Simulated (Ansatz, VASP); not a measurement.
# Te2Mo: VASP beside Ansatz, part 2 of 2

Aim: how closely do two programs agree when they are given the same cell, functional and k mesh? The cell is taken from a series of runs on this material, whose earlier steps may have relaxed, scaled, displaced or heated it; both programs get it as it stands.

VASP 6.6.1 and Ansatz 0.2.0.

So far: Set-up; VASP: single point, PBEsol, pair 1; Ansatz: single point, PBEsol, pair 1; Side by side; What the set-up changes.

### 6. VASP: single point, PBEsol, pair 2

Level of this step: PBEsol, no spin polarisation; plane waves and PAW (Te, Mo_sv) (VASP).

A single point gives forces, pressure and levels at one fixed geometry, so differences don't come from the geometry; what else differs is listed under the comparison.

INCAR reads:

```
SYSTEM = Te2Mo
PREC = Accurate
ENCUT = 400
EDIFF = 1E-06
NELM = 120
ISMEAR = 0
SIGMA = 0.01
LREAL = .FALSE.
ALGO = Normal
GGA = PS
NBANDS = 32
LASPH = .TRUE.
LORBIT = 11
LWAVE = .FALSE.
LCHARG = .FALSE.
ISIF = 2
LDIPOL = .TRUE.
IDIPOL = 3
DIPOL = 0.5 0.5 0.5
LVHAR = .TRUE.
GGA_COMPAT = .FALSE.
EFERMI = MIDGAP
NELMDL = -8
KPAR = 2
```

POSCAR reads:

```
Te2Mo
1.0
    3.4390311384      0.0000000000      0.0000000000
   -1.7195155692      2.9782883303      0.0000000000
    0.0000000000      0.0000000000     43.8000000000
Te Mo
4 2
Direct
    0.3333333333      0.6666666667      0.3824154895
    0.3333333333      0.6666666667      0.4653428773
    0.6666666667      0.3333333333      0.5346571227
    0.6666666667      0.3333333333      0.6175845105
    0.6666666667      0.3333333333      0.4238373024
    0.3333333333      0.6666666667      0.5761626976
```

KPOINTS reads:

```
Automatic mesh
0
Gamma
12 12 1
0 0 0
```

PAW data sets: Te and Mo_sv (PBE family, release 64).

Command:

```bash
$ mpirun -np 2 vasp_std
```

Numbers of over 12 decimals in the logs are rounded to 6 here.

The log of the run:

```text
[banner, memory and clock lines left out]
running    2 mpi-ranks, on    1 nodes
[...]
[... a notice as in an earlier step ...]

 LDA part: xc-table for (Slater+PW92), standard interpolation
 POSCAR, INCAR and KPOINTS ok, starting setup
[...]
entering main loop
       N       E                     dE             d eps       ncg     rms          rms(c)
DAV:   1     0.351637744858E+03    0.35164E+03   -0.22350E+04  1616   0.102E+03
DAV:   2    -0.122127648317E+02   -0.36385E+03   -0.35696E+03  1640   0.254E+02
DAV:   3    -0.397348499786E+02   -0.27522E+02   -0.27119E+02  1544   0.640E+01
DAV:   4    -0.406763385572E+02   -0.94149E+00   -0.93531E+00  1720   0.117E+01
[...]
DAV:  28    -0.392340587986E+02   -0.14678E-05   -0.65997E-08   728   0.982E-04    0.256E-03
DAV:  29    -0.392340598867E+02   -0.10881E-05   -0.27038E-08   720   0.539E-04    0.151E-03
DAV:  30    -0.392340604493E+02   -0.56260E-06   -0.13613E-08   712   0.421E-04
   1 F= -.39234060E+02 E0= -.39234060E+02  d E =0.000000E+00
```

Parts of OUTCAR (step 6):

```text
  Total        2.7916693      2.7916693      1.9700608      0.0000000     -0.0000000      0.0000000
  in kB        9.9700558      9.9700558      7.0357961      0.0000000     -0.0000000      0.0000000
  external PRESSURE =       8.9919693 kB  Pullay stress =       0.0000000 kB

 POSITION                                       TOTAL-FORCE (eV/Angst)
 -----------------------------------------------------------------------------------
     -0.00000      1.98553     16.74980         0.000000      0.000000     -0.153304
     -0.00000      1.98553     20.38202         0.000000      0.000000     -0.011356
      1.71952      0.99276     23.41798        -0.000000     -0.000000      0.011356
      1.71952      0.99276     27.05020        -0.000000      0.000000      0.153304
      1.71952      0.99276     18.56407        -0.000000     -0.000000     -0.085223
     -0.00000      1.98553     25.23593         0.000000      0.000000      0.085223
 -----------------------------------------------------------------------------------
    total drift:                               -0.000000      0.000000      0.000000

  FREE ENERGIE OF THE ION-ELECTRON SYSTEM (eV)
  ---------------------------------------------------
  free  energy   TOTEN  =       -39.2340604493 eV

  energy  without entropy=      -39.2340604493  energy(sigma->0) =      -39.23406045

[... 1 part as in an earlier step ...]

[... 2 further parts left out ...]
[key lines of the parts left out:]
E-fermi :   0.0255
```

### 7. Ansatz: single point, PBEsol, pair 2

The same cell, functional and mesh now go to Ansatz, which takes its cutoff from its data sets.

The cell is taken from a series of runs on this material, whose earlier steps may have relaxed, scaled, displaced or heated it; both programs get it as it stands.

input.yaml reads:

```yaml
crystal:
  lattice:
    - [3.4390311384, 0.0, 0.0]
    - [-1.7195155692, 2.9782883303, 0.0]
    - [0.0, 0.0, 43.8]
  atoms:
    - { symbol: Te, position: [0.3333333333, 0.6666666667, 0.3824154895] }
    - { symbol: Mo, position: [0.6666666667, 0.3333333333, 0.4238373024] }
    - { symbol: Te, position: [0.3333333333, 0.6666666667, 0.4653428773] }
    - { symbol: Te, position: [0.6666666667, 0.3333333333, 0.5346571227] }
    - { symbol: Mo, position: [0.3333333333, 0.6666666667, 0.5761626976] }
    - { symbol: Te, position: [0.6666666667, 0.3333333333, 0.6175845105] }
  periodic: [true, true, false]
kpoints:
  mp_grid: { grid: [12, 12, 1] }
hamiltonian:
  xc: pbesol
  pseudopotentials: { kind: paw, azcp: { folder: soft_1 }, xc_functional: pbe }
scf:
  occupations: { method: fixed }
  n_extra_bands: 6
output:
  eigenvalues: true
  forces: true
  stress: true
  band_densities: [{ e_range: [-0.08, 0] }, { e_range: [0.6, 0.73] }]
  volumetric_format: npy
```

Command:

```bash
$ ansatz run input.yaml --threads 2 --pin off --max-ram 73728MiB --backend cuda --events-out ev --progress --plain --runs-dir out --devices 1 --max-vram 13GiB
```

The log of the run:

```text
[...]
GPUs: using 1 of 1 available (devices: 1).
[...]
GPU FFT provider: cuFFT
GPU libraries: cuBLAS 13.8.2, cuFFT 12.4.0, cuSOLVER 12.3.4
Crystal: 6 atoms, lattice volume = 448.618 Å³
Basis set: ecut = 420 eV, 8715 PW (Γ), exchange–correlation on 48×48×600 points (8 copies of the dense FFT grid, shifted against one another)
[...]
k-point 18: bands = [... 42 lower, -6.7031, -6.7031, -5.0420, -4.8127, -3.5508, -3.5508, -3.5201, -2.7927, ... 2 higher]
  ° read free of the cell's end (the report's vacuum.weakly_bound_levels)
--- Band densities, each state counted as filled ---
  window                                       electrons  max residual (eV)  cut levels
  e_range: [-0.08, 0]                           0.097222             1.3e-6           0
  e_range: [0.6, 0.73]                          0.166667             1.7e-6           0
[key lines of the parts left out:]
SCF converged after 11 iterations
Free energy (F): -37402.979841 eV
Fermi energy:    -4.584706 eV
P = ½ c Tr σ = 4.4779 N/m
```

### 8. Comparison

What differs besides the data sets and the points named for the pairs above, as far as they apply: fixed occupations in Ansatz, narrow Gaussian smearing in VASP; the data sets hold 92 valence electrons in Ansatz (on its PAW soft_1 files) and 52 in VASP. Total energies have different zeros and are not compared.

Both answers:

```csv
quantity,Ansatz,VASP,difference
gap on the k mesh (eV),0.708,0.699,+0.010
```

Forces (eV/Å; atoms numbered as in POSCAR):

| atom | Ansatz x, y, z | VASP x, y, z |
| --- | --- | --- |
| Te1 | 0.000, 0.000, -0.121 | 0.000, 0.000, -0.153 |
| Te2 | 0.000, 0.000, -0.044 | 0.000, 0.000, -0.011 |
| Te3 | 0.000, 0.000, 0.044 | 0.000, 0.000, 0.011 |
| Te4 | 0.000, 0.000, 0.121 | 0.000, 0.000, 0.153 |
| Mo5 | 0.000, 0.000, -0.085 | 0.000, 0.000, -0.085 |
| Mo6 | 0.000, 0.000, 0.085 | 0.000, 0.000, 0.085 |

The forces differ by 15 meV/Å r.m.s., which is 26.3 % of the r.m.s. force of 0.059 eV/Å (both taken over all components). A gap on the mesh is an upper bound, since the band edges may lie between its points. With vacuum in the cell, a pressure given here is an average over mostly empty space and none of the material.

### 9. VASP: single point, PBEsol, spin-orbit coupling

With cell and atoms fixed, the geometry can't cause a difference; cores, projectors, grids and the points listed under the comparison can. This pair takes another cell of the material, with 3 atoms against 6 for the pair before.

INCAR reads:

```
SYSTEM = Te2Mo
PREC = Accurate
ENCUT = 400
EDIFF = 1E-06
NELM = 200
ISMEAR = -1
SIGMA = 0.02
LREAL = .FALSE.
ALGO = Normal
GGA = PS
LNONCOLLINEAR = .TRUE.
MAGMOM = 0 0 0 0 0 0 0 0 0
NBANDS = 38
GGA_COMPAT = .FALSE.
LASPH = .TRUE.
LSORBIT = .TRUE.
LMAXMIX = 4
LORBIT = 11
LWAVE = .FALSE.
LCHARG = .FALSE.
ISIF = 2
LDIPOL = .TRUE.
IDIPOL = 3
DIPOL = 0.5 0.5 0.5
LVHAR = .TRUE.
EFERMI = MIDGAP
NELMDL = -8
KPAR = 2
```

POSCAR reads:

```
Te2Mo
1.0
    3.4443672281      0.0000000000      0.0000000000
   -1.7221836140      2.9829095195      0.0000000000
    0.0000000000      0.0000000000     30.5000000000
Te Mo
2 1
Direct
    0.3333333333      0.6666666667      0.4404721639
    0.3333333333      0.6666666667      0.5595278361
    0.6666666667      0.3333333333      0.5000000000
```

KPOINTS reads:

```
Automatic mesh
0
Gamma
6 6 1
0 0 0
```

Command:

```bash
$ mpirun -np 2 vasp_ncl
```

The log of the run:

```text
[banner, memory and clock lines left out]
running    2 mpi-ranks, on    1 nodes
[...]
[... a notice as in an earlier step ...]

 LDA part: xc-table for (Slater+PW92), standard interpolation
 POSCAR, INCAR and KPOINTS ok, starting setup
[...]
entering main loop
       N       E                     dE             d eps       ncg     rms          rms(c)
DAV:   1     0.180463198993E+03    0.18046E+03   -0.10339E+04   968   0.818E+02
DAV:   2    -0.435113979005E+01   -0.18481E+03   -0.17902E+03  1056   0.212E+02
DAV:   3    -0.201269588545E+02   -0.15776E+02   -0.15516E+02  1016   0.577E+01
DAV:   4    -0.206443720587E+02   -0.51741E+00   -0.51286E+00  1040   0.106E+01
[...]
DAV:  26    -0.198951544575E+02   -0.18494E-05   -0.23090E-08   568   0.675E-04    0.126E-03
DAV:  27    -0.198951582678E+02   -0.38103E-05   -0.82016E-08   616   0.107E-03    0.835E-04
DAV:  28    -0.198951590158E+02   -0.74806E-06   -0.21378E-08   584   0.458E-04
   1 F= -.19895159E+02 E0= -.19895159E+02  d E =-.758590E-13  mag=     0.0000    -0.0000     0.0000
```

Parts of OUTCAR (step 9):

```text
  Total        1.1331438      1.1331438      0.4005935      0.0000000      0.0000000      0.0000000
  in kB        5.7935699      5.7935699      2.0481660      0.0000000      0.0000000      0.0000000
  external PRESSURE =       4.5451019 kB  Pullay stress =       0.0000000 kB

 POSITION                                       TOTAL-FORCE (eV/Angst)
 -----------------------------------------------------------------------------------
     -0.00000      1.98861     13.43440         0.000000     -0.000000     -0.139144
     -0.00000      1.98861     17.06560         0.000000     -0.000000      0.139144
      1.72218      0.99430     15.25000        -0.000000      0.000000      0.000000
 -----------------------------------------------------------------------------------
    total drift:                               -0.000000      0.000000      0.000000

  FREE ENERGIE OF THE ION-ELECTRON SYSTEM (eV)
  ---------------------------------------------------
  free  energy   TOTEN  =       -19.8951590158 eV

  energy  without entropy=      -19.8951590158  energy(sigma->0) =      -19.89515902

 magnetization (x)
# of ion       s       p       d       tot
------------------------------------------
    1        0.000   0.000   0.000   0.000
    2        0.000  -0.000   0.000  -0.000
    3        0.000  -0.000  -0.000  -0.000
--------------------------------------------------
tot          0.000  -0.000   0.000  -0.000

 magnetization (y)
# of ion       s       p       d       tot
------------------------------------------
    1        0.000  -0.000   0.000  -0.000
    2        0.000   0.000  -0.000  -0.000
    3        0.000   0.000  -0.000  -0.000
--------------------------------------------------
tot          0.000  -0.000  -0.000  -0.000

 magnetization (z)
# of ion       s       p       d       tot
------------------------------------------
    1       -0.000  -0.000   0.000  -0.000
    2       -0.000  -0.000   0.000  -0.000
    3        0.000   0.000  -0.000  -0.000
--------------------------------------------------
tot         -0.000  -0.000  -0.000  -0.000

[... 3 further parts left out ...]
[key lines of the parts left out:]
E-fermi :  -1.1555
```

### 10. Ansatz: single point, PBEsol, spin-orbit coupling

The same cell, functional, mesh and smearing now go to Ansatz, which takes its cutoff from its data sets.

The cell is taken from a series of runs on this material, whose earlier steps may have relaxed, scaled, displaced or heated it; both programs get it as it stands.

input.yaml reads:

```yaml
crystal:
  lattice:
    - [3.4443672281, 0.0, 0.0]
    - [-1.722183614, 2.9829095195, 0.0]
    - [0.0, 0.0, 30.5]
  atoms:
    - { symbol: Te, position: [0.3333333333, 0.6666666667, 0.4404721639] }
    - { symbol: Mo, position: [0.6666666667, 0.3333333333, 0.5] }
    - { symbol: Te, position: [0.3333333333, 0.6666666667, 0.5595278361] }
  periodic: [true, true, false]
kpoints:
  mp_grid: { grid: [6, 6, 1] }
  band_path:
    path:
      - [0.0, 0.0, 0.0]
      - [0.5, 0.0, 0.0]
      - [0.3333333333, 0.3333333333, 0.0]
      - [0.2, 0.2, 0.0]
    npoints: 1
hamiltonian:
  xc: pbesol
  pseudopotentials: { kind: paw_fr, azcp: { folder: soft_1 }, xc_functional: pbe }
scf:
  occupations: { method: fermi_dirac, width: 0.02 }
  n_extra_bands: 10
magnetization:
  noncollinear: true
  spin_orbit: true
output:
  eigenvalues: true
  forces: true
  stress: true
  write_density: true
  write_potential: true
  elf: true
  volumetric_format: npy
```

Command:

```bash
$ ansatz run input.yaml --threads 2 --pin off --max-ram 73728MiB --backend cuda --events-out ev --progress --plain --runs-dir out --devices 1 --max-vram 13GiB
```

The log of the run:

```text
[...]
GPUs: using 1 of 1 available (devices: 1).
[...]
non-collinear run that drives no moment, with spin-orbit: no starting moment large enough to seed its density (crystal.atoms[].spin), no starting occupations that ask for one, no magnetisation constraint and no magnetic field, so the semilocal B_xc is pinned to zero
[...]
k-point 1: bands = [... 42 lower, -5.7034, -5.7034, -5.5278, -5.5278, -2.8289, -2.8289, -2.5212, -2.5212, ... 6 higher]
  k-point 2: bands = [... 42 lower, -5.9568, -5.9568, -5.3191, -5.3191, -3.3832, -3.3832, -2.9283, -2.9283, ... 6 higher]
  k-point 6: bands = [... 42 lower, -6.7380, -6.7106, -4.9714, -4.7558, -3.5731, -3.5349, -3.1225, -3.0518, ... 6 higher]
  ° read free of the cell's end (the report's vacuum.weakly_bound_levels)
[key lines of the parts left out:]
SCF converged after 9 iterations
Magnetization: |M| = 0.0000 μB,  M = (+0.0000, +0.0000, +0.0000) μB
Free energy (F): -18707.911015 eV
Fermi energy:    -4.207315 eV
P = ½ c Tr σ = 1.8103 N/m
```

### 11. Comparison

What differs besides the data sets and the points named for the pairs above, as far as they apply: spin-orbit coupling enters by fully relativistic files in Ansatz and inside the spheres in VASP; the data sets hold 46 valence electrons in Ansatz (on its PAW fully relativistic soft_1 files) and 26 in VASP. Total energies have different zeros and are not compared.

Both answers:

```
              quantity  Ansatz   VASP  difference
gap on the k mesh (eV)   1.120  1.128      -0.008
```

Forces (eV/Å; atoms numbered as in POSCAR):

| atom | Ansatz x, y, z | VASP x, y, z |
| --- | --- | --- |
| Te1 | 0.000, 0.000, -0.102 | 0.000, 0.000, -0.139 |
| Te2 | 0.000, 0.000, 0.102 | 0.000, 0.000, 0.139 |
| Mo3 | 0.000, 0.000, 0.000 | 0.000, 0.000, 0.000 |

The forces differ by 18 meV/Å r.m.s., which is 26.8 % of the r.m.s. force of 0.066 eV/Å (both taken over all components). A gap on the mesh is an upper bound, since the band edges may lie between its points. With vacuum in the cell, a pressure given here is an average over mostly empty space and none of the material.

### 12. What came out

* r.m.s. force difference (single point, PBEsol, pair 1): 15 meV/Å
* r.m.s. force difference (single point, PBEsol, pair 2): 15 meV/Å
* r.m.s. force difference (single point, PBEsol, spin-orbit coupling): 18 meV/Å

What this shows: The r.m.s. force difference is 18 meV/Å (single point, PBEsol, spin-orbit coupling), beyond the 12 meV/Å picked in this series as the mark of a large difference. The data sets hold unlike numbers of valence electrons (92 in Ansatz and 52 in VASP and 46 in Ansatz and 26 in VASP), so part of the differences comes from the potentials. Single point, PBEsol, pair 1, VASP with the data sets Te_sv_GW and Mo and a cutoff of 520 eV: the difference in gap on the k mesh goes from 0.0072 to -0.0052 eV. What causes the difference of the single point, PBEsol, pair 2 pair stays open here. What causes the difference of the single point, PBEsol, spin-orbit coupling pair stays open here. 2 further runs of this series are not shown here. Such differences can come from data sets, numerical settings and the points named under the comparisons, not from the functional's error against experiment.

[Lines on the potential files, build, host, timing and source positions are cut from VASP's logs without a mark.]

[Logs are printed without paths, hosts, clocks, repeated set-up lines and the standing remarks that a program may print on its own settings, such as how far it seeks lower states.]

[Hosts, paths, dates, database ids (printed as entryN), source tags and the programs' standing remarks are cut or masked in the printed files.]
